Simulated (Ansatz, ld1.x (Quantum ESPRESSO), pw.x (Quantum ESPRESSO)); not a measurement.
**silicon: does the TM potential hold in the solid?**

* Element: Si
* Generator: ld1.x (Quantum ESPRESSO) 7.5
* Type: norm-conserving Troullier–Martins (Kleinman–Bylander form)
* Functional: PBE
* Relativity: scalar-relativistic
* Frozen core: [Ne]
* Valence charge: 4
* Reference configuration: 3s1 3p0 (charge +3)
* Partial waves: 3s (bound): rc 1.70 bohr; 3p (bound, empty): rc 1.45 bohr
* Local potential: the p channel
* Core correction: none

Atomic tests: cutoffs needed: 15 Ry and 40 Ry (the cutoffs (Ry, on a coarse ladder) from which the occupation-weighted sum of valence levels, in a spherical-Bessel basis at the reference potential, stays within 10 and 1 mRy of its value at 400 Ry) The cutoffs count occupied waves only; the empty 3p level needs 35 Ry at the loose tolerance.; ghost test: no extra level below or beside the all-electron valence levels (s, p, d, f tested) (spherical-Bessel basis up to 400 Ry, 20 bohr box); largest excitation error: +154 meV (all-electron minus pseudo) for 3s2 3p2, out of 7 test configurations.

Crystal test: fcc Si in pw.x 7.5, no spin, 15³ k-points, Fermi–Dirac smearing 0.01 Ry, cutoffs 50/200 Ry. The reference is all-electron LAPW (Ansatz 0.2.0) with the same functional, mesh and smearing; V0 and B0 come from Birch–Murnaghan fits to the pressures at five volumes. Errors are pseudo minus all-electron; Δ is the rms difference of the E(V) curves that follow from these fits, minima aligned, over ±6 % about the mean V0. Mesh and smearing are coarse, so the numbers serve the comparison and aren't converged zero-temperature values; the lattice is a test structure that the element need not adopt.

| V (Å³/atom) | P all-electron (GPa) | P pseudo (GPa) |
| --- | --- | --- |
| 13.704 | 5.12 | 21.21 |
| 14.064 | 2.56 | 17.23 |
| 14.425 | 0.32 | 13.71 |
| 14.786 | -1.65 | 10.60 |
| 15.146 | -3.38 | 7.83 |

All-electron: a0 = 3.869 Å (V0 = 14.48 Å³/atom), B0 = 82.7 GPa.

Pseudopotential: mean pressure error (GPa): +13.52. The pressure does not cross zero within the volumes sampled, so no fit is given. This is a poor potential for the solid.

Q: At the middle volume, how do free energy and pressure move when the wave cutoff is lowered (ecutrho kept at four times it)?

A:

| cutoff (Ry) | shift of F (meV/atom) | shift of P (GPa) |
| --- | --- | --- |
| 22 | +256.3 | +1.33 |
| 30 | +181.4 | -1.17 |
| 40 | +50.9 | -1.49 |

The run at the middle volume (120 k-points, 8 iterations) took about 6.9 s on one core of a shared host (Neoverse-V1, 32 threads, 247 GiB, load 14).
